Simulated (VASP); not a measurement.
# Tm (Fm-3m) in VASP: further runs

The runs below take Tm through single point, with PBEsol.

All numbers are computed with VASP 6.6.1; they aren't measurements. Logs are shortened: lines on timing, memory, paths and dates and some standing lists are left out, and cuts for length are marked.

### Step 1. The crystal as given

It takes space group Fm-3m (No. 225, cubic). The conventional cell has a = 4.936 Å, b = 4.936 Å, c = 4.936 Å, α = 90.00°, β = 90.00°, γ = 90.00°. Tm (site symmetry m-3m) has 12 Tm at 3.49 Å as nearest neighbours.

This isn't the form of Tm at room conditions, which is hcp.

### Step 2. Single point, PBEsol, collinear spin, ferromagnetic start

File INCAR:

```
ADDGRID = False
ALGO = Normal
EDIFF = 1E-6
ENCUT = 450
GGA = PS
ISIF = 2
ISMEAR = 1
ISPIN = 2
LASPH = True
LCHARG = False
LMAXMIX = 6
LORBIT = 11
LREAL = False
LWAVE = False
MAGMOM = 2
NBANDS = 22
NELM = 100
PREC = Accurate
SIGMA = 0.2
```

File KPOINTS:

```
k-points
0
Gamma
  7 7 7
```

File POSCAR:

```
Tm
1.0
    0.0000000000      2.4680255249      2.4680255249
    2.4680255249      0.0000000000      2.4680255249
    2.4680255249      2.4680255249      0.0000000000
Tm
1
Direct
    0.0000000000      0.0000000000      0.0000000000
```

Potentials or basis: VASP PAW PBE potentials, release 64 (Tm).

Run with:

```bash
cat potpaw_PBE.64/Tm/POTCAR > POTCAR
mpirun -np 1 vasp_std > vasp.out
```

OUTCAR:

```text
EDIFF = 1E-6
   ENCUT = 450
   GGA = PS
   ISIF = 2
   ISMEAR = 1
   ISPIN = 2
   LASPH = True
   LORBIT = 11
   LREAL = False
   NELM = 100
   PREC = Accurate

 Found     20 irreducible k-points:

 Following reciprocal coordinates:
            Coordinates               Weight
  0.000000  0.000000  0.000000      1.000000
  0.142857  0.000000  0.000000      8.000000
  0.285714  0.000000  0.000000      8.000000
  0.428571  0.000000  0.000000      8.000000
  0.142857  0.142857  0.000000      6.000000
  0.285714  0.142857  0.000000     24.000000
   k-points           NKPTS =     20   k-points in BZ     NKDIM =     20   number of bands    NBANDS=     22
   number of dos      NEDOS =    301   number of ions     NIONS =      1
   total plane-waves  NPLWV =  13824
   dimension x,y,z NGX =    24 NGY =   24 NGZ =   24
   dimension x,y,z NGXF=    48 NGYF=   48 NGZF=   48
   ions per type =               1
   NGX,Y,Z   is equivalent  to a cutoff of  11.43, 11.43, 11.43 a.u.
   NGXF,Y,Z  is equivalent  to a cutoff of  22.86, 22.86, 22.86 a.u.
 SYSTEM =  unknown system
   PREC   = accura    normal or accurate (medium, high low for compatibility)
   ISTART =      0    job   : 0-new  1-cont  2-samecut
   ICHARG =      2    charge: 1-file 2-atom 10-const
   ISPIN  =      2    spin polarized calculation?
   LNONCOLLINEAR =      F non collinear calculations
   LSORBIT =      F    spin-orbit coupling
   LASPH  =      T    aspherical Exc in radial PAW
   ENCUT  =  450.0 eV  33.07 Ry    5.75 a.u.   6.04  6.04  6.04*2*pi/ulx,y,z
   NELM   =    100;   NELMIN=  2; NELMDL= -5     # of ELM steps
   EDIFF  = 0.1E-05   stopping-criterion for ELM
   LREAL  =      F    real-space projection
   EDIFFG = 0.1E-04   stopping-criterion for IOM
   NSW    =      0    number of steps for IOM
   IBRION =     -1    ionic relax: 0-MD 1-quasi-New 2-CG
   NFREE  =      0    steps in history (QN), initial steepest desc. (CG)
   ISIF   =      2    stress and relaxation
   ISYM   =      2    0-nonsym 1-usesym 2-fastsym
   POTIM  = 0.5000    time-step for ionic-motion
   TEBEG  =    0.0;   TEEND  =   0.0 temperature during run
   PSTRESS=    0.0 pullay stress
   NELECT =      23.0000    total number of electrons
   NUPDOWN=      -1.0000    fix difference up-down
   EMIN   =  10.00;   EMAX   =-10.00  energy-range for DOS
   EFERMI =   0.00;   METHOD = LEGACY
   ISMEAR =     1;   SIGMA  =   0.20  broadening in eV -4-tet -1-fermi 0-gaus
   EFERMI_NEDOS =   21; number of points for ismear=-14 and -15
   IALGO  =     38    algorithm
   IMIX   =      4    mixing-type and parameters
     AMIX     =   0.40;   BMIX     =  1.00
     AMIX_MAG =   1.60;   BMIX_MAG =  1.00
  volume/ion in A,a.u.               =      30.07       202.90
  Fermi-wavevector in a.u.,A,eV,Ry     =   1.497239  2.829371 30.500515  2.241725
  Thomas-Fermi vector in A             =   2.609152
   LORBIT       =     11    0 simple, 1 ext, 2 COOP (PROOUT), +10 PAW based schemes
   GGA     = PS    functional components
   LHFCALC =     F    Hartree Fock is set to
   AEXX    =    0.0000 exact exchange contribution
   IVDW    =     0    specifies the selected vdW correction
   LEPSILON=     F    determine dielectric tensor
   LRPA    =     F    only Hartree local field effects (RPA)
 spin polarized calculation
 Methfessel and Paxton  Order N= 1 SIGMA  =   0.20
  energy-cutoff  :      450.00
  volume of cell :       30.07
 maximum number of plane-waves:       663
   NGX = 13   NGY = 13   NGZ = 13

 number of electron      23.0000008 magnetization       1.0603714

 Free energy of the ion-electron system (eV)
  ---------------------------------------------------
  ext. energy  EPLUGINS =         0.00000000
  ---------------------------------------------------
  free energy    TOTEN  =        -4.33329942 eV

  energy without entropy =       -4.31527212  energy(sigma->0) =       -4.32729032

 E-fermi :   2.1156     XC(G=0): -10.4217

 val. band max:        2.1153464388   @ k =  -0.2857   0.2857   0.0000
 cond. band min:       2.1272791446   @ k =  -0.4286   0.4286   0.1429
 fundamental gap:      0.0119327058
 Fermi energy:         2.1156249149

 spin component 1

 k-point     1 :       0.0000    0.0000    0.0000
  band No.  band energies     occupation
      1     -48.2214      1.00000
      2     -21.1287      1.00000
      3     -21.1287      1.00000
      4     -21.1287      1.00000
      5      -3.1295      1.00000
      6       0.5341      1.00000
[... 14 lines left out ...]
     21      15.9073      0.00000
     22      17.9892      0.00000
[... 102 lines left out ...]
  band No.  band energies     occupation
      1     -48.1954      1.00000
      2     -21.4586      1.00000
      3     -21.2164      1.00000
      4     -21.2098      1.00000
      5      -1.2396      1.00000
      6       0.5815      1.00000
[... 14 lines left out ...]
     21      17.3281      0.00000
     22      19.6366      0.00000

 [... further k-points ...]

 spin component 2

 k-point     1 :       0.0000    0.0000    0.0000
  band No.  band energies     occupation
      1     -47.7041      1.00000
      2     -20.7863      1.00000
      3     -20.7863      1.00000
      4     -20.7863      1.00000
      5      -3.3179      1.00000
      6       1.8933      1.03316
[... 14 lines left out ...]
     21      15.8240      0.00000
     22      17.7959      0.00000
[... 102 lines left out ...]
  band No.  band energies     occupation
      1     -47.6765      1.00000
      2     -21.1368      1.00000
      3     -20.8789      1.00000
      4     -20.8721      1.00000
      5      -1.4079      1.00000
      6       1.7918      1.02218
[... 14 lines left out ...]
     21      17.1917      0.00000
     22      19.5772      0.00000

 [... further k-points ...]

------------------------ aborting loop because EDIFF is reached ----------------------------------------

  FORCE on cell =-STRESS in cart. coord.  units (eV):
  Direction    XX          YY          ZZ          XY          YZ          ZX
  --------------------------------------------------------------------------------------
  -------------------------------------------------------------------------------------
  Total        0.0139026      0.0139026      0.0139026     -0.0000000     -0.0000000      0.0000000
  in kB        0.7408449      0.7408449      0.7408449     -0.0000000     -0.0000000      0.0000000
  external PRESSURE =       0.7408449 kB  Pullay stress =       0.0000000 kB

 VOLUME and BASIS-vectors are now :
 -----------------------------------------------------------------------------
  energy-cutoff  :      450.00
  volume of cell :       30.07
      direct lattice vectors                 reciprocal lattice vectors
     0.000000000  2.468025525  2.468025525    -0.202591098  0.202591098  0.202591098
     2.468025525  0.000000000  2.468025525     0.202591098 -0.202591098  0.202591098
     2.468025525  2.468025525  0.000000000     0.202591098  0.202591098 -0.202591098

 POSITION                                       TOTAL-FORCE (eV/Angst)
 -----------------------------------------------------------------------------------
      0.00000      0.00000      0.00000         0.000000      0.000000      0.000000
 -----------------------------------------------------------------------------------
    total drift:                               -0.000000     -0.000000     -0.000000

  FREE ENERGIE OF THE ION-ELECTRON SYSTEM (eV)
  ---------------------------------------------------
  free  energy   TOTEN  =        -4.3332994173 eV

  energy  without entropy=       -4.3152721188  energy(sigma->0) =       -4.32729032

 total charge

# of ion       s       p       d       f       tot
--------------------------------------------------
    1        2.224   5.932   0.413  12.501  21.070

 magnetization (x)

# of ion       s       p       d       f       tot
--------------------------------------------------
    1        0.003  -0.034  -0.065   1.284   1.188
```

OSZICAR:

```text
N       E                     dE             d eps       ncg     rms          rms(c)
DAV:   1     0.111943751877E+03    0.11194E+03   -0.68386E+03  2500   0.573E+03
DAV:   2     0.108161254021E+02   -0.10113E+03   -0.95541E+02  2330   0.613E+02
DAV:   3    -0.123079805630E+01   -0.12047E+02   -0.11717E+02  2248   0.962E+01
[... 16 lines left out ...]
DAV:  20    -0.433331574567E+01   -0.25447E-03   -0.58481E-04  2704   0.576E-01    0.252E-01
DAV:  21    -0.433332420063E+01   -0.84550E-05   -0.83155E-05  3054   0.158E-01    0.149E-01
DAV:  22    -0.433328743542E+01    0.36765E-04   -0.58889E-05  2958   0.139E-01    0.869E-02
DAV:  23    -0.433329577209E+01   -0.83367E-05   -0.22939E-05  2720   0.773E-02    0.707E-02
DAV:  24    -0.433329990797E+01   -0.41359E-05   -0.96283E-06  2824   0.788E-02    0.503E-02
DAV:  25    -0.433329941731E+01    0.49066E-06   -0.14582E-06  1578   0.282E-02
   1 F= -.43332994E+01 E0= -.43272903E+01  d E =-.180273E-01  mag=     1.0597
```

Run time: 51 s. Hardware: 1 thread of Intel Xeon Platinum 8375C at 2.90GHz (Ice Lake), shared host; peak memory 0.16 GiB.

The run converged, but some of its settings lie outside the range that counts as converged, so its numbers aren't taken as properties of the crystal.

What came out:

```
Free energy                                           : -4.3333 eV
Pressure                                              : 0.1 GPa
Band gap on the k mesh                                : none (metal or under the smearing width)
Net moment                                            : 1.06 μB per cell
Site moments                                          : Tm +1.19 μB
Valence electrons inside the program's atomic spheres : Tm 21.07
```

Caveat: the magnetic or orbital state may not be the lowest; the PAW data sets were made with another functional, which shifts forces and pressure a little; spin-orbit coupling is left out, which moves the levels of the heavy elements.

### Step 3. Single point, PBEsol, collinear spin, ferromagnetic start

Changes to INCAR since step 2:

```diff
@@ -18,2 +18,2 @@
 PREC = Accurate
-SIGMA = 0.2
+SIGMA = 0.4
```

KPOINTS is that of step 2.

POSCAR is that of step 2.

Potentials or basis: VASP PAW PBE potentials, release 64 (Tm).

Run with:

```bash
cat potpaw_PBE.64/Tm/POTCAR > POTCAR
mpirun -np 1 vasp_std > vasp.out
```

It took 46 s on 1 thread of Intel Xeon Platinum 8375C at 2.90GHz (Ice Lake), shared host; peak memory 0.16 GiB.

The run converged, but some of its settings lie outside the range that counts as converged, so its numbers aren't taken as properties of the crystal.

Results:

```
Free energy                                           : -4.3600 eV
Pressure                                              : 0.5 GPa
Band gap on the k mesh                                : none (metal or under the smearing width)
Net moment                                            : 1.11 μB per cell
Site moments                                          : Tm +1.21 μB
Valence electrons inside the program's atomic spheres : Tm 21.07
```

Caveat: the magnetic or orbital state may not be the lowest; the PAW data sets were made with another functional, which shifts forces and pressure a little; spin-orbit coupling is left out, which moves the levels of the heavy elements.

### Step 4. Single point, PBEsol, collinear spin, ferromagnetic start

Changes to INCAR since step 3:

```diff
@@ -18,2 +18,2 @@
 PREC = Accurate
-SIGMA = 0.4
+SIGMA = 0.1
```

KPOINTS is that of step 3.

POSCAR is that of step 3.

Potentials or basis: VASP PAW PBE potentials, release 64 (Tm).

Run with:

```bash
cat potpaw_PBE.64/Tm/POTCAR > POTCAR
mpirun -np 1 vasp_std > vasp.out
```

OUTCAR:

```text
EDIFF = 1E-6
   ENCUT = 450
   GGA = PS
   ISIF = 2
   ISMEAR = 1
   ISPIN = 2
   LASPH = True
   LORBIT = 11
   LREAL = False
   NELM = 100
   PREC = Accurate

 Found     20 irreducible k-points:

 Following reciprocal coordinates:
            Coordinates               Weight
  0.000000  0.000000  0.000000      1.000000
  0.142857  0.000000  0.000000      8.000000
  0.285714  0.000000  0.000000      8.000000
  0.428571  0.000000  0.000000      8.000000
  0.142857  0.142857  0.000000      6.000000
  0.285714  0.142857  0.000000     24.000000
   k-points           NKPTS =     20   k-points in BZ     NKDIM =     20   number of bands    NBANDS=     22
   number of dos      NEDOS =    301   number of ions     NIONS =      1
[... 386 lines left out ...]
  Total        0.1059218      0.1059218      0.1059218      0.0000000      0.0000000      0.0000000
  in kB        5.6443885      5.6443885      5.6443885      0.0000000      0.0000000      0.0000000
  external PRESSURE =       5.6443885 kB  Pullay stress =       0.0000000 kB

 VOLUME and BASIS-vectors are now :
 -----------------------------------------------------------------------------
  energy-cutoff  :      450.00
  volume of cell :       30.07
      direct lattice vectors                 reciprocal lattice vectors
     0.000000000  2.468025525  2.468025525    -0.202591098  0.202591098  0.202591098
     2.468025525  0.000000000  2.468025525     0.202591098 -0.202591098  0.202591098
     2.468025525  2.468025525  0.000000000     0.202591098  0.202591098 -0.202591098

 POSITION                                       TOTAL-FORCE (eV/Angst)
 -----------------------------------------------------------------------------------
      0.00000      0.00000      0.00000         0.000000      0.000000      0.000000
 -----------------------------------------------------------------------------------
    total drift:                                0.000000      0.000000     -0.000000

  FREE ENERGIE OF THE ION-ELECTRON SYSTEM (eV)
  ---------------------------------------------------
  free  energy   TOTEN  =        -4.3240909898 eV

  energy  without entropy=       -4.3146023335  energy(sigma->0) =       -4.32092810

 total charge

# of ion       s       p       d       f       tot
--------------------------------------------------
    1        2.223   5.933   0.412  12.502  21.069

 magnetization (x)

# of ion       s       p       d       f       tot
--------------------------------------------------
    1        0.003  -0.034  -0.062   1.282   1.189
```

OSZICAR:

```text
N       E                     dE             d eps       ncg     rms          rms(c)
DAV:   1     0.111944046477E+03    0.11194E+03   -0.68386E+03  2500   0.573E+03
DAV:   2     0.108189561581E+02   -0.10113E+03   -0.95545E+02  2330   0.613E+02
[... 16 lines left out ...]
DAV:  19    -0.432444302274E+01   -0.59137E-03   -0.18418E-03  3024   0.617E-01    0.290E-01
DAV:  20    -0.432417181521E+01    0.27121E-03   -0.20457E-04  2772   0.412E-01    0.169E-01
DAV:  21    -0.432408906390E+01    0.82751E-04   -0.29048E-04  2700   0.622E-01    0.507E-02
DAV:  22    -0.432408749545E+01    0.15685E-05   -0.11849E-04  3208   0.190E-01    0.821E-02
DAV:  23    -0.432409129169E+01   -0.37962E-05   -0.21427E-05  2706   0.585E-02    0.434E-02
DAV:  24    -0.432409098978E+01    0.30191E-06   -0.34283E-06  2148   0.350E-02
   1 F= -.43240910E+01 E0= -.43209281E+01  d E =-.948866E-02  mag=     1.0616
```

stdout:

```text
POSCAR found type information on POSCAR Tm
 POSCAR found :  1 types and       1 ions
 scaLAPACK will be used
 -----------------------------------------------------------------------------
|                                                                             |
|                                                                             |
|     You enforced a specific xc type in the INCAR file but a different       |
|     I HOPE YOU KNOW WHAT YOU ARE DOING!                                     |
|                                                                             |
 -----------------------------------------------------------------------------

 LDA part: xc-table for (Slater+PW92), standard interpolation
 POSCAR, INCAR and KPOINTS ok, starting setup
 FFT: planning ... GRIDC
 FFT: planning ... GRID_SOFT
 FFT: planning ... GRID
 WAVECAR not read
 entering main loop
```

It took 66 s on 1 thread of Intel Xeon Platinum 8375C at 2.90GHz (Ice Lake), shared host; peak memory 0.16 GiB.

The run converged, but some of its settings lie outside the range that counts as converged, so its numbers aren't taken as properties of the crystal.

Results:

| Quantity | Value |
| --- | --- |
| Free energy | -4.3241 eV |
| Pressure | 0.6 GPa |
| Band gap on the k mesh | none (metal or under the smearing width) |
| Net moment | 1.06 μB per cell |
| Site moments | Tm +1.19 μB |
| Valence electrons inside the program's atomic spheres | Tm 21.07 |

Caveat: the magnetic or orbital state may not be the lowest; the PAW data sets were made with another functional, which shifts forces and pressure a little; spin-orbit coupling is left out, which moves the levels of the heavy elements.

### Step 5. The reference run

An earlier run on the cell as given: functional PBE; potentials or basis VASP PAW PBE potentials, release 64 (Tm); cutoff 520 eV; k mesh 9 × 9 × 9; occupations fermi-dirac, width 0.05 eV; collinear spin, ferromagnetic start; starting moments [2.0] μB.

* Pressure: 3.5 GPa
* Band gap on the k mesh: none (metal or under the smearing width)
* Net moment: 0.96 μB per cell
* Site moments: Tm +1.14 μB
* Valence electrons inside the program's atomic spheres: Tm 21.08
